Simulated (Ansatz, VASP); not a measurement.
Two plane-wave programs on Be

```
CELL_PARAMETERS angstrom
0.00000 1.84851 1.84851
1.84851 0.00000 1.84851
1.84851 1.84851 0.00000
ATOMIC_POSITIONS crystal
Be 0.87500 0.87500 0.87500
Be 0.12500 0.12500 0.12500
```

Change from the starting cell: volume scaled by 0.45, PAW files.

Alike in both runs: task single point; functional LDA; k mesh 15 × 15 × 15; occupations fermi-dirac, width 0.08 eV; no spin polarisation.

|  | VASP | Ansatz |
| --- | --- | --- |
| version | VASP 6.6.1 | Ansatz 0.2.0 |
| potentials or method | VASP PAW LDA potentials, release 64 (Be) | PAW with Ansatz's default frozen-core files, scalar-relativistic |
| plane-wave cutoff (eV) | 520 | 420 |
| valence electrons in the cell | 4 | 4 |

```csv
,VASP,Ansatz,Ansatz less VASP
pressure (GPa),142.3,140.9,-1.40
```

Caveats: the cell as given lies far from equilibrium; so large a pressure means that the cell lies far from this level's equilibrium, or that cutoff or potentials fall short (VASP).
